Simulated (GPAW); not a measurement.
Consider N on a O site in Li3BrO.

```xyz
20
Lattice="4.0560 4.0560 4.0560 -4.0560 4.0560 -4.0560 -4.0560 4.0560 4.0560" Properties=species:S:1:pos:R:3 pbc="T T T"
Br    2.0280    2.0280    2.0280
Br   -2.0280    2.0280   -2.0280
Br   -2.0280    6.0840    2.0280
Br   -2.0280    2.0280    2.0280
N     0.0000    0.0000    0.0000
O     0.0000    4.0560    0.0000
O    -4.0560    4.0560    0.0000
O     0.0000    4.0560    4.0560
Li   -4.0560    4.0560   -1.9735
Li    0.0000    4.0560    2.0280
Li   -4.0560    4.0560    1.9735
Li   -4.0560    8.1120    2.0280
Li    0.0000    2.0825    0.0000
Li    0.0000    6.0295    0.0000
Li   -4.0560    6.0840    0.0000
Li    0.0000    6.0840    4.0560
Li   -6.0295    8.1120    0.0000
Li   -2.0280    8.1120    4.0560
Li   -2.0280    4.0560    0.0000
Li    1.9735    4.0560    4.0560
```

Absorber: atom 19, with 2 O at 2.03 Å (linear; 4.5 Å from the defect atom). Method: GPAW, PBE, excited-electron core hole (neutral cell), 20-atom cell with 7.0 Å between holes, 5×5×5 k points, dipole transitions, Gaussian full width 0.9 eV up to 4 eV, rising linearly to 3.5 eV at 25 eV.

Question: Where do the maxima of the Li K edge fall?

Main maxima up to 24 eV above the zero (height): 0.9 eV (3.04), 3.4 eV (1.30), 7.2 eV (1.79), 10.0 eV (1.05) and 15.3 eV (0.87). A K edge sees empty p states on the absorber. The total-energy difference is 55.49 eV. The tabulated edge of the element is 54.7 eV. The functional leaves an error of a few eV in such absolute values.

The Li K spectrum (energy from the lowest empty level; intensity scaled to a mean of 1 over the first 20 eV):

| E (eV) | isotropic | ε ∥ x | ε ∥ y |
| --- | --- | --- | --- |
| -2.0 | 0.00 | 0.00 | 0.00 |
| -1.5 | 0.00 | 0.00 | 0.00 |
| -1.0 | 0.00 | 0.00 | 0.01 |
| -0.5 | 0.11 | 0.00 | 0.16 |
| 0.0 | 0.91 | 0.04 | 1.35 |
| 0.5 | 2.45 | 0.09 | 3.63 |
| 1.0 | 3.00 | 0.10 | 4.45 |
| 1.5 | 2.03 | 0.13 | 2.98 |
| 2.0 | 1.20 | 0.53 | 1.53 |
| 2.5 | 0.93 | 1.31 | 0.74 |
| 3.0 | 1.15 | 1.57 | 0.94 |
| 3.5 | 1.29 | 1.04 | 1.41 |
| 4.0 | 0.98 | 0.53 | 1.20 |
| 4.5 | 0.69 | 0.48 | 0.79 |
| 5.0 | 0.71 | 0.68 | 0.73 |
| 5.5 | 0.93 | 1.21 | 0.79 |
| 6.0 | 1.19 | 2.25 | 0.66 |
| 6.5 | 1.50 | 3.55 | 0.48 |
| 7.0 | 1.76 | 4.05 | 0.62 |
| 7.5 | 1.71 | 3.31 | 0.92 |
| 8.0 | 1.37 | 2.23 | 0.94 |
| 8.5 | 1.02 | 1.64 | 0.71 |
| 9.0 | 0.92 | 1.63 | 0.57 |
| 9.5 | 1.00 | 1.82 | 0.59 |
| 10.0 | 1.05 | 1.82 | 0.67 |
| 10.5 | 1.00 | 1.55 | 0.72 |
| 11.0 | 0.87 | 1.16 | 0.72 |
| 11.5 | 0.74 | 0.83 | 0.69 |
| 12.0 | 0.64 | 0.60 | 0.66 |
| 12.5 | 0.59 | 0.46 | 0.66 |
| 13.0 | 0.58 | 0.37 | 0.69 |
| 13.5 | 0.61 | 0.36 | 0.74 |
| 14.0 | 0.69 | 0.39 | 0.84 |
| 14.5 | 0.79 | 0.43 | 0.97 |
| 15.0 | 0.86 | 0.44 | 1.07 |
| 15.5 | 0.87 | 0.43 | 1.09 |
| 16.0 | 0.81 | 0.39 | 1.02 |
| 16.5 | 0.70 | 0.36 | 0.87 |
| 17.0 | 0.57 | 0.35 | 0.69 |
| 17.5 | 0.47 | 0.34 | 0.54 |
| 18.0 | 0.40 | 0.33 | 0.43 |
| 18.5 | 0.37 | 0.33 | 0.39 |
| 19.0 | 0.36 | 0.33 | 0.38 |
| 19.5 | 0.37 | 0.32 | 0.39 |
| 20.0 | 0.37 | 0.32 | 0.40 |
| 20.5 | 0.38 | 0.32 | 0.41 |
| 21.0 | 0.38 | 0.31 | 0.41 |
| 21.5 | 0.37 | 0.31 | 0.40 |
| 22.0 | 0.37 | 0.31 | 0.39 |
| 22.5 | 0.37 | 0.33 | 0.39 |
| 23.0 | 0.38 | 0.35 | 0.40 |
| 23.5 | 0.40 | 0.36 | 0.42 |
| 24.0 | 0.43 | 0.37 | 0.46 |
| 24.5 | 0.46 | 0.37 | 0.50 |
| 25.0 | 0.48 | 0.35 | 0.55 |
| 25.5 | 0.51 | 0.34 | 0.59 |

The hole lies in one spin channel, while the script sums the empty states of both and takes the lower zero; where the two channels are split, this blurs and shifts the curve. The cell shows no gap over 0.35 eV; the host's own band filling, the defect's levels or the functional may be the cause. The spins start ferromagnetically in a simple order, which needn't be the measured one; gap and edge can depend on it. In so small a cell the defects form an ordered array, and no site is far from one. Lifetime broadening is put in by hand, and intensities beyond about 20 eV depend on it and on the partial waves; weight that the partial waves miss at high energy is lost.

[Banner, clock and machine lines of the logs are left out without a mark of their own.]

[Logs are printed without paths, hosts, clocks, repeated set-up lines and the standing remarks that a program may print on its own settings, such as how far it seeks lower states.]

[Hosts, paths, dates, database ids (printed as entryN), source tags and the programs' standing remarks are cut or masked in the printed files.]

[Lists of maxima count a maximum above −3 eV only where it reaches 4 % of the highest in the window and stands out from its surroundings by 2 % of it (1.5 % where it reaches 55 %); shoulders and weaker maxima are passed over, and of the rest the first, up to two pre-edge ones and the few strongest are named.]
